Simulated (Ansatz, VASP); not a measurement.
## Zn in VASP and in Ansatz

The input INCAR:

```
SYSTEM = Zn
PREC = Accurate
ENCUT = 520
EDIFF = 1E-7
ISMEAR = -1
SIGMA = 0.1
LREAL = .False.
LASPH = .True.
NELM = 100
ALGO = Normal
ISIF = 2
LWAVE = .False.
LCHARG = .False.
GGA = PE
NBANDS = 12
```

KPOINTS

```
regular mesh
0
Gamma
  19 19 19
  0 0 0
```

POSCAR

```
Zn
1.0
   -1.5674237287      1.5674237287      1.5674237287
    1.5674237287     -1.5674237287      1.5674237287
    1.5674237287      1.5674237287     -1.5674237287
Zn
1
Direct
    0.0000000000      0.0000000000      0.0000000000
```

Input for Ansatz:

```yaml
crystal:
  lattice:
    - [-1.5674237287, 1.5674237287, 1.5674237287]
    - [1.5674237287, -1.5674237287, 1.5674237287]
    - [1.5674237287, 1.5674237287, -1.5674237287]
  atoms:
    - { symbol: Zn, position: [0.0, 0.0, 0.0] }
kpoints:
  mp_grid: { grid: [19, 19, 19] }
  band_path:
    path:
      - [0.0, 0.0, 0.0]
      - [0.5, -0.5, 0.5]
      - [0.0, 0.0, 0.5]
      - [0.0, 0.0, 0.0]
      - [0.25, 0.25, 0.25]
      - [0.5, -0.5, 0.5]
      - [0.25, 0.25, 0.25]
      - [0.0, 0.0, 0.5]
    npoints: 14
scf:
  occupations: { method: fermi_dirac, width: 0.1 }
hamiltonian:
  xc: pbe
  pseudopotentials: { kind: all_electron, lapw: { basis_error: 0.001 } }
output:
  forces: true
  stress: true
  eigenvalues: true
  populations: true
  dos: { projected: true, de: 0.2, e_range: [-14, 8] }
```

This isn't the form of Zn at room conditions, which is hcp.

Alike in both runs: task single point; functional PBE; k mesh 19 × 19 × 19; occupations fermi-dirac, width 0.1 eV; no spin polarisation.

|  | VASP | Ansatz |
| --- | --- | --- |
| version | VASP 6.6.1 | Ansatz 0.2.0 |
| potentials or method | VASP PAW PBE potentials, release 64 (Zn) | all-electron LAPW, scalar-relativistic |
| plane-wave cutoff (eV) | 520 | see its input |

VASP gave:

- pressure (GPa): 0.3

Q: Which values does Ansatz return?

A: Pressure (GPa): 0.0.

Ansatz ran all-electron here, so the differences hold the error of VASP's frozen core and of both bases.
